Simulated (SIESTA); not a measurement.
## CdTe under changes of volume

One of the cells (32.922 Å³/atom); the others are scaled copies at fixed shape and fractional positions:

```
Te Cd
1.0
     0.00000    3.20500    3.20500
     3.20500    0.00000    3.20500
     3.20500    3.20500    0.00000
Te Cd
1 1
Direct
  0.75000 0.75000 0.75000
  0.00000 0.00000 0.00000
```

- Program: SIESTA 5.4.2
- Functional: PBEsol
- Potentials or basis: PseudoDojo 0.4 standard (PBEsol files)
- Basis: DZP (energy shift 0.003 Ry; two zetas on semicore shells)
- Grid cutoff: 800 Ry
- Energy shift: 0.003 Ry
- k mesh: 7 × 7 × 7
- Occupations: fermi-dirac, width 0.05 eV
- Spin: no spin polarisation

```csv
volume (Å³/atom),energy over the lowest point (meV/atom),pressure (GPa),gap on the mesh (eV)
30.947,44.71,5.3,1.30
31.605,?,?,?
32.263,12.77,2.6,1.12
32.922,4.49,1.5,1.04
33.580,0.32,0.6,0.96
34.239,0.00,-0.4,0.89
34.897,3.63,-1.2,0.82
```

Q: What does the run at 31.605 Å³/atom give?

A: Energy over the lowest point 25.96 meV/atom; pressure 3.9 GPa; gap on the mesh 1.21 eV.

Worked out: A Birch-Murnaghan fit of order 3 (a polynomial in V^(-2/3)) to the other rows has its minimum at 33.93 Å³/atom with B0 = V·E''(V) = 47 GPa and B' = 3.9. It gives 26.14 meV/atom at 31.605 Å³/atom, against the run's 25.96, and -dE/dV = 3.9 GPa, against 3.9. A straight line through the other rows of the gap, of slope -3.99 eV per unit of ln V (its deformation potential), gives 1.21 eV, against the run's 1.21.

Energies are extrapolated to zero smearing.

Caveats: spin-orbit coupling is left out, which moves the levels of the heavy elements; an odd mesh through Γ misses points on the zone boundary, where band edges often lie; the basis of atomic orbitals isn't converged, which shifts pressures, moduli and gaps.
